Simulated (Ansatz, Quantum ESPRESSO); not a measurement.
# honeycomb MgO, layer by layer, part 4 of 7

Aim: screening, gap and ionisation potential of honeycomb MgO against the number of layers.

Quantum ESPRESSO 7.5; plane-wave DFT, PBE, GBRV ultrasoft pseudopotentials; geometry by Ansatz 0.2.0 with PAW datasets.

So far. Step 6 (Electrostatic potential, 1 layer): The slope in the vacuum is 0.100 eV/Å for an applied 0.10 V/Å, as it should be. Step 7 (Band structure, 1 layer: no field): Along this path the valence top lies at K and the conduction bottom at Γ.

### Step 9. Relaxation with Ansatz, 2 layers

Level of this step: plane-wave DFT, PBE-D3(BJ), Ansatz PAW (Ansatz 0.2.0).

System of this step: honeycomb MgO, 2 layers, AA' stacking. The cell holds 4 atoms: 2 O and 2 Mg. Cell: a = 3.300 Å, b = 3.300 Å, c = 20.300 Å, α = 90.0°, β = 90.0°, γ = 120.0°. It derives from MgO. Vacuum lies along c.

File input.yaml:

```yaml
crystal:
  lattice:
    - [3.3, 0.0, 0.0]
    - [-1.65, 2.8578838325, 0.0]
    - [0.0, 0.0, 20.3]
  atoms:
    - { symbol: O, position: [0.6666666667, 0.3333333333, 0.4187192118] }
    - { symbol: Mg, position: [0.3333333333, 0.6666666667, 0.4187192118] }
    - { symbol: O, position: [0.3333333333, 0.6666666667, 0.5812807882] }
    - { symbol: Mg, position: [0.6666666667, 0.3333333333, 0.5812807882] }
kpoints:
  mp_grid: { grid: [12, 12, 1] }
hamiltonian:
  xc: pbe
  dispersion: d3bj
scf:
  occupations: { method: fermi_dirac, width: 0.05 }
  convergence: { dr2_threshold: 1.0e-08 }
efield:
  axis: 3
  dipole_correction: true
  ramp_position: 0.97
  ramp_width: 0.04
relax:
  f_tol: 0.01
  cell: { fix: [c, alpha, beta] }
output:
  write_potential: true
  write_density: true
  volumetric_format: npy
```

Command:

```
> ansatz run input.yaml --threads 4 --pin off --max-ram 8192MiB --backend cpu --events-out ev --progress --plain --runs-dir out
```

Numbers of over 12 decimals in the logs are rounded to 6 here.

Output:

```text
[...]
Crystal: 4 atoms, lattice volume = 191.450 Å³
Basis set: ecut = 420 eV, 3811 PW (Γ), exchange–correlation on 48×48×288 points (8 copies of the dense FFT grid, shifted against one another)
Bands: 20, of which v1, the nominal top of the filled ones, is band 16 counted from 1 (15 counted from 0)
Symmetry: 6 space group operations
k-points: 19 of 144 (time reversal used)
[...]
SCF iter   1: F=—  HF=-4987.122952 eV  |F-HF|=—  |Δ(HF+E_count)|=         —  Δρ=9.02e-4  dr2=4.73e-3  ethr=1.77e-3  p=0.000 e·Å  D=7.64e-5 V/Å  ΔV_dip=-0.00 eV  dr2_dipole=6.13e-9  V_vac-E_F(+/−)=3.47/3.48 eV  ⟨swp⟩=6.4  Hψ=2069  notcnv=0
[...]
SCF iter   7: F=-4987.123011 eV  HF=-4987.123011 eV  |F-HF|=3.67e-10  |Δ(HF+E_count)|=   4.00e-8  Δρ=1.97e-6  dr2=6.83e-9  ethr=3.13e-11  p=-0.000 e·Å  D=-2.56e-6 V/Å  ΔV_dip=0.00 eV  dr2_dipole=1.75e-10  V_vac-E_F(+/−)=3.86/3.86 eV  ⟨swp⟩=8.0  Hψ=2195  notcnv=0
SCF 1 converged in 7 iterations: F = -4987.123011 eV  dr2 = 6.83e-9
[...]
relax step   1: F+E_penalty+E_count = -4987.12301098 eV  Δ(F+E_penalty+E_count) = +0.000e0 eV  max|allowed force component| = 3.544e-1 eV/Å  Δτ_max = 0.0000 Å  P = -0.301 GPa  Ω = 191.450 Å³  fix = [c, alpha, beta]  reactions: c -1.093 GPa  (7 SCF iters, accepted)
Crystal: 4 atoms, lattice volume = 191.561 Å³
[...]
SCF iter   9: F=-4987.303220 eV  HF=-4987.303220 eV  |F-HF|=8.82e-10  |Δ(HF+E_count)|=   1.17e-8  Δρ=1.39e-6  dr2=1.88e-9  ethr=3.13e-11  p=0.000 e·Å  D=4.29e-6 V/Å  ΔV_dip=-0.00 eV  dr2_dipole=2.84e-11  V_vac-E_F(+/−)=3.93/3.93 eV  ⟨swp⟩=6.7  Hψ=2371  notcnv=0
SCF 2 converged in 9 iterations: F = -4987.303220 eV  dr2 = 1.88e-9
relax step   2: F+E_penalty+E_count = -4987.30322036 eV  Δ(F+E_penalty+E_count) = -1.802e-1 eV  max|allowed force component| = 3.450e-1 eV/Å  Δτ_max = 0.1948 Å  P = -0.221 GPa  Ω = 191.561 Å³  energy of the carried Pulay correction = -8.595e-5 eV  fix = [c, alpha, beta]  reactions: c -1.464 GPa  (9 SCF iters, accepted)
Crystal: 4 atoms, lattice volume = 191.999 Å³
[...]
SCF iter   8: F=-4987.567523 eV  HF=-4987.567523 eV  |F-HF|=3.45e-9  |Δ(HF+E_count)|=   1.16e-7  Δρ=2.21e-6  dr2=7.45e-9  ethr=3.13e-11  p=0.000 e·Å  D=7.19e-6 V/Å  ΔV_dip=-0.00 eV  dr2_dipole=3.86e-11  V_vac-E_F(+/−)=3.82/3.82 eV  ⟨swp⟩=8.9  Hψ=2363  notcnv=0
SCF 3 converged in 8 iterations: F = -4987.567523 eV  dr2 = 7.45e-9
relax step   3: F+E_penalty+E_count = -4987.56752274 eV  Δ(F+E_penalty+E_count) = -2.643e-1 eV  max|allowed force component| = 4.448e-1 eV/Å  Δτ_max = 0.1962 Å  P = +0.092 GPa  Ω = 191.999 Å³  energy of the carried Pulay correction = -4.246e-4 eV  fix = [c, alpha, beta]  reactions: c -1.576 GPa  (8 SCF iters, accepted)
[... from here on, the SCF cycles and remarks between the steps are left out ...]
relax step   4: F+E_penalty+E_count = -4987.77663871 eV  Δ(F+E_penalty+E_count) = -2.091e-1 eV  max|allowed force component| = 8.114e-3 eV/Å  Δτ_max = 0.1971 Å  P = +1.052 GPa  Ω = 193.366 Å³  energy of the carried Pulay correction = -1.477e-3 eV  fix = [c, alpha, beta]  reactions: c -0.039 GPa  (8 SCF iters, accepted)
relax step   5: F+E_penalty+E_count = -4987.67242644 eV  Δ(F+E_penalty+E_count) = +1.042e-1 eV  max|allowed force component| = 3.129e-1 eV/Å  Δτ_max = 0.0699 Å  P = -1.278 GPa  Ω = 211.971 Å³  energy of the carried Pulay correction = -1.509e-2 eV  fix = [c, alpha, beta]  (8 SCF iters, rejected (line search))
relax step   6: F+E_penalty+E_count = -4987.78422776 eV  Δ(F+E_penalty+E_count) = -7.589e-3 eV  max|allowed force component| = 1.798e-1 eV/Å  Δτ_max = 0.0165 Å  P = -0.714 GPa  Ω = 201.536 Å³  energy of the carried Pulay correction = -7.613e-3 eV  fix = [c, alpha, beta]  reactions: c -0.686 GPa  (9 SCF iters, accepted)
relax step   7: F+E_penalty+E_count = -4987.79854990 eV  Δ(F+E_penalty+E_count) = -1.432e-2 eV  max|allowed force component| = 1.484e-1 eV/Å  Δτ_max = 0.0411 Å  P = -0.005 GPa  Ω = 199.474 Å³  energy of the carried Pulay correction = -6.089e-3 eV  fix = [c, alpha, beta]  reactions: c -0.007 GPa  (7 SCF iters, accepted)
relax step   8: F+E_penalty+E_count = -4987.80133456 eV  Δ(F+E_penalty+E_count) = -2.785e-3 eV  max|allowed force component| = 4.854e-2 eV/Å  Δτ_max = 0.0150 Å  P = -0.002 GPa  Ω = 199.547 Å³  energy of the carried Pulay correction = -6.143e-3 eV  fix = [c, alpha, beta]  reactions: c +0.001 GPa  (6 SCF iters, accepted)
relax step   9: F+E_penalty+E_count = -4987.80165135 eV  Δ(F+E_penalty+E_count) = -3.168e-4 eV  max|allowed force component| = 8.324e-4 eV/Å  Δτ_max = 0.0049 Å  P = -0.013 GPa  Ω = 199.458 Å³  energy of the carried Pulay correction = -6.077e-3 eV  fix = [c, alpha, beta]  reactions: c -0.040 GPa  (5 SCF iters, accepted)
relax step  10: F+E_penalty+E_count = -4987.80937198 eV  Δ(F+E_penalty+E_count) = -7.721e-3 eV  max|allowed force component| = 1.044e-3 eV/Å  Δτ_max = 0.0000 Å  P = +0.049 GPa  Ω = 199.458 Å³  fix = [c, alpha, beta]  reactions: c -0.000 GPa  stress off target by 7.41e-2 GPa on what of the cell is left free  SCF on the basis re-selected at this cell (its energy is not comparable with the rows above)  (7 SCF iters)
relax step  11: F+E_penalty+E_count = -4987.80923435 eV  Δ(F+E_penalty+E_count) = +1.376e-4 eV  max|allowed force component| = 1.219e-4 eV/Å  Δτ_max = 0.0004 Å  P = +0.002 GPa  Ω = 199.751 Å³  energy of the carried Pulay correction = -2.093e-4 eV  fix = [c, alpha, beta]  reactions: c -0.003 GPa  (5 SCF iters, accepted)
[...]
SCF iter   6: F=-4987.809419 eV  HF=-4987.809419 eV  |F-HF|=1.88e-10  |Δ(HF+E_count)|=   6.83e-9  Δρ=3.27e-7  dr2=2.04e-10  ethr=1.82e-11  p=0.000 e·Å  D=7.49e-7 V/Å  ΔV_dip=-0.00 eV  dr2_dipole=2.88e-13  V_vac-E_F(+/−)=3.77/3.77 eV  ⟨swp⟩=8.7  Hψ=2475  notcnv=0
SCF 12 converged in 6 iterations: F = -4987.809419 eV  dr2 = 2.04e-10
relax step  12: F+E_penalty+E_count = -4987.80941886 eV  Δ(F+E_penalty+E_count) = -1.845e-4 eV  max|allowed force component| = 1.216e-4 eV/Å  Δτ_max = 0.0000 Å  P = +0.003 GPa  Ω = 199.751 Å³  fix = [c, alpha, beta]  reactions: c -0.003 GPa  stress off target by 6.18e-3 GPa on what of the cell is left free  SCF on the basis re-selected at this cell (its energy is not comparable with the rows above)  (6 SCF iters)
[...]
SCF converged after 6 iterations
an eigenvalue changed by more than its tolerance at an iteration that met the thresholds in force, so the SCF went on 2 times, its first undamped step at iteration 4: the last check found none over its tolerance
Free energy (F): -4987.809419 eV
[...]
Internal energy: -4987.809419 eV  (E = F + TS)
E sigma→0 (E₀):  -4987.809419 eV
Fermi energy:    -1.252659 eV
Dipole field:    D = 0.000000 V/Å  (p = 0.000000 e·Å, saw-weighted, corrected)
Work function:   Φ+ = 3.7725 eV   Φ− = 3.7725 eV
[...]
--- Forces (eV/Å), atoms counted from 1 ---
  atom   1  O      0.00000000     0.00000000     0.00011159
  atom   2  Mg    -0.00000000    -0.00000000    -0.00001701
  atom   3  O      0.00000000    -0.00000000    -0.00012151
  atom   4  Mg    -0.00000000     0.00000000     0.00002733
  max |Σ_I F_I| component: 4.06e-7 eV/Å
--- Stress (GPa, compression-positive) ---
        0.006184       0.000000       0.000000
        0.000000       0.006184      -0.000000
        0.000000      -0.000000      -0.003316
  P = ⅓ Tr σ = 0.0030 GPa (0.030 kbar)
--- Band table (eV; the first three rows and the last of 19) ---
  k-point 0: bands = [... 12 lower, -3.8990, -3.5826, -3.5456, -3.5456, 0.4454, 1.5919, 2.4661, 3.2209]
  k-point 1: bands = [... 12 lower, -3.9356, -3.7142, -3.5402, -3.4105, 0.6827, 1.6853, 2.5992, 3.3390]
  k-point 2: bands = [... 12 lower, -4.0483, -4.0248, -3.5350, -3.2387, 1.2699, 1.9659, 2.9918, 3.6881]
  k-point 18: bands = [... 12 lower, -5.2301, -4.3705, -3.4131, -3.4131, 5.2098, 5.5984, 5.5984, 6.1828]
--- Relaxed structure (10 steps of the walk, 9 accepted, 2 SCFs on fresh bases) ---
[...]
cell:  # Å, volume = 199.7511 Å³
    - [3.370787, 0, 0]
    - [-1.685393, 2.919187, 0]
    - [0, 0, 20.3]
  atoms:
    - { symbol: O, position: [0.666667, 0.333333, 0.444934] }
    - { symbol: Mg, position: [0.333333, 0.666667, 0.448392] }
    - { symbol: O, position: [0.333333, 0.666667, 0.555066] }
    - { symbol: Mg, position: [0.666667, 0.333333, 0.551608] }
```

It took 16 s on 4 threads of Arm Neoverse V2, shared host; peak memory 0.45 GiB; 61 s of CPU time.

Step by step:

```
step  energy less that of the first step (eV)  largest force component (eV/Å)  pressure (GPa)  volume (Å³)
   1                                   0.0000                          0.3544           -0.30       191.45
   2                                  -0.1802                          0.3450           -0.22       191.56
   3                                  -0.4445                          0.4448            0.09       192.00
   4                                  -0.6536                          0.0081            1.05       193.37
   5                                  -0.5494                          0.3129           -1.28       211.97
   6                                  -0.6612                          0.1798           -0.71       201.54
   7                                  -0.6755                          0.1484           -0.01       199.47
   8                                  -0.6783                          0.0485            0.00       199.55
   9                                  -0.6786                          0.0008           -0.01       199.46
 10*                                  -0.6864                          0.0010            0.05       199.46
  11                                  -0.6862                          0.0001            0.00       199.75
 12*                                  -0.6864                          0.0001            0.00       199.75
```

Relaxation steps marked * repeat the geometry before them on a plane-wave basis chosen anew for their cell, so energy and pressure can jump there. Relaxation step 5 was tried and not accepted.

```
cell as run  before  after  change
      a (Å)   3.300  3.371  +2.1 %
      b (Å)   3.300  3.371  +2.1 %
```

The atoms that moved most (Å, along periodic axes as changes of fractional coordinates times the final cell, across vacuum about the mean position):

```
atom     dx     dy      dz  length
 Mg4  0.000  0.000  -0.602   0.602
 Mg2  0.000  0.000   0.602   0.602
  O1  0.000  0.000   0.532   0.532
  O3  0.000  0.000  -0.532   0.532
```

Final coordinates:

```xyz
4
Lattice="3.3708 0.0000 0.0000 -1.6854 2.9192 0.0000 0.0000 0.0000 20.3000" Properties=species:S:1:pos:R:3
O     1.6854    0.9731    9.0322
Mg    0.0000    1.9461    9.1024
O     0.0000    1.9461   11.2678
Mg    1.6854    0.9731   11.1976
```

Numbers from this step:

* free energy: -4987.8094 eV
* Fermi energy: -1.253 eV
* gap by band count: 3.578 eV
* dipole along the normal: 2.98e-8 e·Å
* vacuum level at the upper face over a Fermi level inside the gap: 3.773 eV
* vacuum level at the lower face over a Fermi level inside the gap: 3.773 eV

### Step 10. SCF with pw.x, 2 layers: no field

Level of this step: plane-wave DFT, PBE, GBRV ultrasoft pseudopotentials (Quantum ESPRESSO 7.5).

File n2.f0.in:

```
&control
  prefix = 'n2.f0'
  outdir = './out'
  pseudo_dir = './pseudo'
  calculation = 'scf'
  tprnfor = .true.
  tefield = .true.
  dipfield = .true.
/
&system
  ibrav = 0
  nat = 4
  ntyp = 2
  ecutwfc = 40
  ecutrho = 200
  occupations = 'smearing'
  smearing = 'fd'
  degauss = 0.004
  edir = 3
  emaxpos = 0.97
  eopreg = 0.04
  eamp = 0.0
  nbnd = 20
/
&electrons
  conv_thr = 1e-09
  mixing_beta = 0.4
  electron_maxstep = 120
  mixing_mode = 'plain'
/
ATOMIC_SPECIES
  O   15.9990  o_pbe_v1.2.uspp.F.UPF
  Mg  24.3050  mg_pbe_v1.4.uspp.F.UPF
CELL_PARAMETERS angstrom
  3.37078672274357 -0.00000000000000 0.00000000000000
  -1.68539336137179 2.91918693263523 -0.00000000000000
  0.00000000000000 0.00000000000000 20.30000000000000
ATOMIC_POSITIONS crystal
  O   0.666666666667 0.333333333333 0.444933743301
  Mg  0.333333333333 0.666666666667 0.448392316775
  O   0.333333333333 0.666666666667 0.555066298628
  Mg  0.666666666667 0.333333333333 0.551607641296
K_POINTS automatic
  12 12 1 0 0 0
```

Command:

```
> OMP_NUM_THREADS=1 mpirun -n 4 pw.x -nk 4 -in n2.f0.in > n2.f0.out
```

Output:

```text
[banner, memory and clock lines left out]
Program PWSCF v.7.5 starts
[...]
number of electrons       =        32.00
     number of Kohn-Sham states=           20
     kinetic-energy cutoff     =      40.0000  Ry
     charge density cutoff     =     200.0000  Ry
[...]
number of k points=    74  Fermi-Dirac smearing, width (Ry)=  0.0040
[...]
Dense  grid:    64499 G-vectors     FFT dimensions: (  30,  30, 180)
[...]
negative rho (up, down):  6.828E-04 0.000E+00
[...]
Starting wfcs are   18 randomized atomic wfcs +    2 random wfcs
[...]
negative rho (up, down):  4.863E-04 0.000E+00
[...]
estimated scf accuracy    <       1.07753112 Ry
[...]
negative rho (up, down):  3.709E-04 0.000E+00
[...]
estimated scf accuracy    <       0.09583178 Ry
[...]
negative rho (up, down):  3.802E-04 0.000E+00
[...]
estimated scf accuracy    <       0.01837262 Ry
[...]
negative rho (up, down):  3.373E-04 0.000E+00
[...]
estimated scf accuracy    <       0.00171338 Ry
[...]
negative rho (up, down):  3.138E-04 0.000E+00
[...]
estimated scf accuracy    <       0.00013172 Ry
[...]
negative rho (up, down):  3.000E-04 0.000E+00
[...]
estimated scf accuracy    <       0.00000773 Ry
[...]
negative rho (up, down):  2.929E-04 0.000E+00
[...]
estimated scf accuracy    <       0.00000174 Ry
[...]
negative rho (up, down):  2.898E-04 0.000E+00
[...]
estimated scf accuracy    <       0.00000046 Ry
[...]
negative rho (up, down):  2.885E-04 0.000E+00
[...]
estimated scf accuracy    <       0.00000006 Ry
[...]
negative rho (up, down):  2.879E-04 0.000E+00
[...]
estimated scf accuracy    <          7.5E-09 Ry
[...]
negative rho (up, down):  2.876E-04 0.000E+00
[...]
Total length         36.8270 bohr
[...]
estimated scf accuracy    <          2.1E-09 Ry
[...]
negative rho (up, down):  2.872E-04 0.000E+00
[...]
Computed dipole along edir(3) :
        Dipole               -0.0000 Ry au,         -0.0000 Debye
        Dipole field         -0.0000 Ry au,
        Potential amp.        0.0000 Ry
        Total length         36.8270 bohr
[...]
the Fermi energy is    -0.9835 ev
!    total energy              =    -315.67050569 Ry
     estimated scf accuracy    <          1.7E-10 Ry
     smearing contrib. (-TS)   =      -0.00000000 Ry
     internal energy E=F+TS    =    -315.67050569 Ry
[...]
one-electron contribution =   -1730.40476553 Ry
     hartree contribution      =     862.42006950 Ry
     xc contribution           =     -48.81768194 Ry
     ewald contribution        =     601.13187227 Ry
     electric field correction =       0.00000000 Ry
     convergence has been achieved in  12 iterations
     negative rho (up, down):  2.872E-04 0.000E+00
[...]
Total force =     0.003434     Total SCF correction =     0.000048
[...]
```

The job ended after 37 s (4 MPI ranks; peak memory 0.55 GiB; 2.5 min of CPU time).

Numbers from this step:

```
free energy                          : -4294.9160 eV
Fermi energy                         : -0.9835 eV
dipole along the normal              : 0 e·Å
valence top, on the run's zero       : -3.198 eV
conduction bottom, on the run's zero : 0.3872 eV
gap by band count                    : 3.586 eV
```

### Step 11. Potential by pp.x, 2 layers

File n2.f0.pot.in:

```
&inputpp
  prefix = 'n2.f0'
  outdir = './out'
  filplot = 'n2.f0.pot.dat'
  plot_num = 11
/
```

Command:

```
> OMP_NUM_THREADS=1 mpirun -n 4 pp.x -in n2.f0.pot.in > n2.f0.pot.out
```

Run time: 0.88 s. Hardware: 4 MPI ranks; peak memory 0.11 GiB; 3.2 s of CPU time.

Read from the output:

- slope of the potential above: 2.03e-5 eV/Å
- upper vacuum line continued to the top atoms, over the valence top: 5.661 eV
- slope of the potential below: -1.41e-5 eV/Å
- lower vacuum line continued to the bottom atoms, over the valence top: 5.661 eV
- vacuum level at the upper face over the valence top of the mesh: 5.661 eV
- vacuum level at the lower face over the valence top of the mesh: 5.661 eV

### Step 12. Self-consistent run, 2 layers: field 0.1 V/Å

n2.f1.in, as its differences from the input of step 10:

```diff
@@ -1,3 +1,3 @@
 &control
-  prefix = 'n2.f0'
+  prefix = 'n2.f1'
   outdir = './out'
@@ -21,3 +21,3 @@
   eopreg = 0.04
-  eamp = 0.0
+  eamp = 0.00194469
   nbnd = 20
@@ -29,2 +29,3 @@
   mixing_mode = 'plain'
+  startingpot = 'file'
 /
```

Command:

```
> cp -r out/n2.f0.save out/n2.f1.save
> OMP_NUM_THREADS=1 mpirun -n 4 pw.x -nk 4 -in n2.f1.in > n2.f1.out
```

Output:

```text
[banner, memory and clock lines left out]
Program PWSCF v.7.5 starts
[...]
number of electrons       =        32.00
     number of Kohn-Sham states=           20
     kinetic-energy cutoff     =      40.0000  Ry
     charge density cutoff     =     200.0000  Ry
[...]
number of k points=    74  Fermi-Dirac smearing, width (Ry)=  0.0040
[...]
Dense  grid:    64499 G-vectors     FFT dimensions: (  30,  30, 180)
[...]
The initial density is read from file :
[...]
negative rho (up, down):  2.872E-04 0.000E+00
[...]
Starting wfcs are   18 randomized atomic wfcs +    2 random wfcs
[...]
negative rho (up, down):  2.868E-04 0.000E+00
[...]
estimated scf accuracy    <       0.00043796 Ry
[...]
negative rho (up, down):  2.868E-04 0.000E+00
[...]
estimated scf accuracy    <       0.00002472 Ry
[...]
negative rho (up, down):  2.869E-04 0.000E+00
[...]
estimated scf accuracy    <       0.00000061 Ry
[...]
negative rho (up, down):  2.869E-04 0.000E+00
[...]
estimated scf accuracy    <       0.00000009 Ry
[...]
negative rho (up, down):  2.869E-04 0.000E+00
[...]
estimated scf accuracy    <       0.00000001 Ry
[...]
negative rho (up, down):  2.869E-04 0.000E+00
[...]
Computed dipole along edir(3) :
        Dipole                0.0387 Ry au,          0.0984 Debye
        Dipole field          0.0004 Ry au,
        E field amplitude [Ha a.u.]:  1.9447E-03
        Potential amp.        0.1166 Ry
        Total length         36.8270 bohr
[...]
the Fermi energy is    -1.0167 ev
!    total energy              =    -315.67058093 Ry
     estimated scf accuracy    <          5.6E-10 Ry
     smearing contrib. (-TS)   =      -0.00000000 Ry
     internal energy E=F+TS    =    -315.67058093 Ry
[...]
one-electron contribution =   -1730.40312293 Ry
     hartree contribution      =     862.41843536 Ry
     xc contribution           =     -48.81762899 Ry
     ewald contribution        =     601.13187227 Ry
     electric field correction =      -0.00013664 Ry
     convergence has been achieved in   6 iterations
     negative rho (up, down):  2.869E-04 0.000E+00
[...]
Total force =     0.005677     Total SCF correction =     0.000088
[...]
```

Wall time 23 s (4 MPI ranks); peak memory 0.53 GiB.

Numbers from this step:

* free energy: -4294.9171 eV
* Fermi energy: -1.017 eV
* dipole along the normal: 0.02049 e·Å
* valence top, on the run's zero: -3.182 eV
* conduction bottom, on the run's zero: 0.3905 eV
* gap by band count: 3.573 eV

### Step 13. Electrostatic potential, 2 layers

File n2.f1.pot.in:

```
&inputpp
  prefix = 'n2.f1'
  outdir = './out'
  filplot = 'n2.f1.pot.dat'
  plot_num = 11
/
```

Command:

```
> OMP_NUM_THREADS=1 mpirun -n 4 pp.x -in n2.f1.pot.in > n2.f1.pot.out
```

Wall time 0.87 s (4 MPI ranks); peak memory 0.11 GiB.

This step gave:

```
slope of the potential above                                          : 0.1000 eV/Å
upper vacuum line continued to the top atoms, over the valence top    : 5.585 eV
slope of the potential below                                          : 0.09998 eV/Å
lower vacuum line continued to the bottom atoms, over the valence top : 5.738 eV
```

The slope in the vacuum is 0.100 eV/Å for an applied 0.10 V/Å, as it should be.

(Part 4 of 7 ends here.)

[Logs are printed without paths, hosts, clocks, repeated set-up lines and the standing remarks that a program may print on its own settings, such as how far it seeks lower states.]

[Hosts, paths, dates, database ids (printed as entryN), source tags and the programs' standing remarks are cut or masked in the printed files.]

[Maps of the electrostatic potential energy from Ansatz leave out the sawtooth potential of an applied field or a dipole correction, so their vacuum need not be flat; planar profiles and work functions include it.]
